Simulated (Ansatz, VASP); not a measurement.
Two plane-wave programs on PbO

Contents of INCAR:

```
SYSTEM = PbO
  PREC = Accurate
  ENCUT = 520
  EDIFF = 1E-7
  ISMEAR = 0
  SIGMA = 0.05
  LREAL = .FALSE.
  LASPH = .TRUE.
  NELM = 100
  ALGO = Normal
  ISIF = 2
  LWAVE = .FALSE.
  LCHARG = .FALSE.
  GGA = PE
  NBANDS = 28
```

The input KPOINTS:

```
Automatic mesh
0
G
  8 8 6
  0 0 0
```

POSCAR

```
PbO
1.0
    3.7756800000      0.0000000000      0.0000000000
    0.0000000000      3.7756800000      0.0000000000
    0.0000000000      0.0000000000      5.2731000000
Pb O
2 2
Direct
    0.0000000000      0.5000000000      0.2351000000
    0.5000000000      0.0000000000      0.7649000000
    0.0000000000      0.0000000000      0.0000000000
    0.5000000000      0.5000000000      0.0000000000
```

Input for Ansatz:

```yaml
crystal:
  lattice:
    - [3.77568, 0.0, 0.0]
    - [0.0, 3.77568, 0.0]
    - [0.0, 0.0, 5.2731]
  atoms:
    - { symbol: Pb, position: [0.0, 0.5, 0.2351] }
    - { symbol: Pb, position: [0.5, 0.0, 0.7649] }
    - { symbol: O, position: [0.0, 0.0, 0.0] }
    - { symbol: O, position: [0.5, 0.5, 0.0] }
basis:
  ecutwfc: 420
kpoints:
  mp_grid: { grid: [8, 8, 6] }
hamiltonian:
  xc: pbe
scf:
  occupations: { method: gaussian, width: 0.05 }
output:
  forces: true
  stress: true
  eigenvalues: true
```

Change from the starting cell: strain -0.050 along x and y, +0.050 along z, atoms carried along.

Alike in both runs: task single point; functional PBE; k mesh 8 × 8 × 6; occupations gaussian, width 0.05 eV; no spin polarisation.

|  | VASP | Ansatz |
| --- | --- | --- |
| version | VASP 6.6.1 | Ansatz 0.2.0 |
| potentials or method | VASP PAW PBE potentials, release 64 (Pb_d, O) | scalar-relativistic, plane waves, PAW |
| plane-wave cutoff (eV) | 520 | 420 |
| valence electrons in the cell | 40 | 40 |

```csv
,VASP,Ansatz,Ansatz less VASP
gap on the k mesh at the Fermi level (eV),0.92,0.91,-0.008
least direct gap on the mesh (eV),2.17,2.17,0.000
pressure (GPa),11.7,11.6,-0.12
largest component of the traceless stress (GPa),4.78,4.78,+0.001
rms of the force components (eV/Å),0.351,0.330,-0.0210
```

Atom by atom the forces differ by 0.021 eV/Å (rms over components). The functional is the same, so the differences come from potentials, cutoffs and numerics.

Caveats: spin-orbit coupling is left out, which as a rule narrows the gap of such compounds by several tenths of an eV. A k mesh can miss the band edges.
